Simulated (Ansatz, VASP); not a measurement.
## One calculation of SnSe, two programs

```
Sn Se
1.0
     0.00000    2.83252    3.39902
     2.83252    0.00000    3.39902
     2.83252    2.83252    0.00000
Sn Se
1 1
Direct
  0.00000 0.00000 0.00000
  0.50000 0.50000 0.50000
```

Alike in both runs: task single point; functional LDA; k mesh 10 × 10 × 10; occupations gaussian, width 0.05 eV; no spin polarisation.

|  | VASP | Ansatz |
| --- | --- | --- |
| version | VASP 6.6.1 | Ansatz 0.2.0 |
| potentials or method | VASP PAW LDA potentials, release 64 (Sn_d, Se) | scalar-relativistic, plane waves, PAW |
| plane-wave cutoff (eV) | 520 | 420 |
| valence electrons in the cell | 20 | 30 |

|  | VASP | Ansatz | Ansatz less VASP |
| --- | --- | --- | --- |
| gap on the k mesh at the Fermi level (eV) | none | none | - |
| pressure (GPa) | 0.6 | 0.5 | -0.07 |
| largest component of the traceless stress (GPa) | 8.85 | 8.75 | -0.098 |

A gap of «none» marks a metal or a gap that the smearing closes. The two sets of potentials don't hold the same shells in valence.
